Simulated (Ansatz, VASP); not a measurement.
One calculation of ZrC, two programs

```
Zr C
1.0
     0.00000    2.35021    2.35021
     2.35021    0.00000    2.35021
     2.35021    2.35021    0.00000
Zr C
1 1
Direct
  0.50000 0.50000 0.50000
  0.06382 0.06382 0.93618
```

Change from the starting cell: all C atoms moved -0.300 Å, as atom 2 towards its neighbour atom 1 (Zr) at 2.350 Å.

Alike in both runs: task single point; functional PBEsol; k mesh 18 × 18 × 18; occupations gaussian, width 0.15 eV; no spin polarisation.

|  | VASP | Ansatz |
| --- | --- | --- |
| version | VASP 6.6.1 | Ansatz 0.2.0 |
| potentials or method | VASP PAW PBE potentials, release 64 (Zr_sv, C) | scalar-relativistic, plane waves, PAW |
| plane-wave cutoff (eV) | 520 | 420 |
| valence electrons in the cell | 16 | 16 |

```tsv
	VASP	Ansatz	Ansatz less VASP
gap on the k mesh at the Fermi level (eV)	none	none	-
pressure (GPa)	3.5	3.1	-0.38
largest component of the traceless stress (GPa)	17.00	16.85	-0.152
rms of the force components (eV/Å)	1.642	1.627	-0.0148
```

Atom by atom the forces differ by 0.015 eV/Å (rms over components). A gap of «none» marks a metal or a gap that the smearing closes. The functional is the same, so the differences come from potentials, cutoffs and numerics.

Caveats: the PAW data sets were made with another functional, which shifts forces and pressure a little (VASP).
